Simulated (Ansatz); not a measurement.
C7H6O, SMILES `O=Cc1ccccc1`: measurement beside calculation (Ansatz, PBE0-D4/def2-TZVP geometry).

Z-matrix (Å, degrees):
```
C
C 1 1.473
O 1 1.204 2 124.9
H 1 1.112 2 114.4 3 180.0
C 2 1.394 1 120.6 3 0.0
C 2 1.391 1 119.4 3 -180.0
C 5 1.382 2 119.8 1 180.0
H 5 1.084 2 118.6 1 0.0
C 6 1.385 2 120.2 1 180.0
H 6 1.086 2 119.4 1 -0.0
C 7 1.391 5 120.0 2 0.0
H 7 1.084 5 120.1 2 180.0
H 9 1.084 6 120.3 2 -180.0
H 11 1.084 7 119.8 5 180.0
```

Measured: 5234.4 MHz (A, ground state, microwave spectroscopy, automated fit). Source: Automated, context-free assignment of asymmetric rotor microwave spectra, 2018 (arxiv:1812.06221).

| constant | measured (MHz) | computed (MHz) | error (%) |
| --- | --- | --- | --- |
| A | 5234 | 5299 | 1.2 |

Computed constants are equilibrium values for the main isotopes; measured ground-state ones include zero-point motion, which usually lowers them by up to about 1 %.
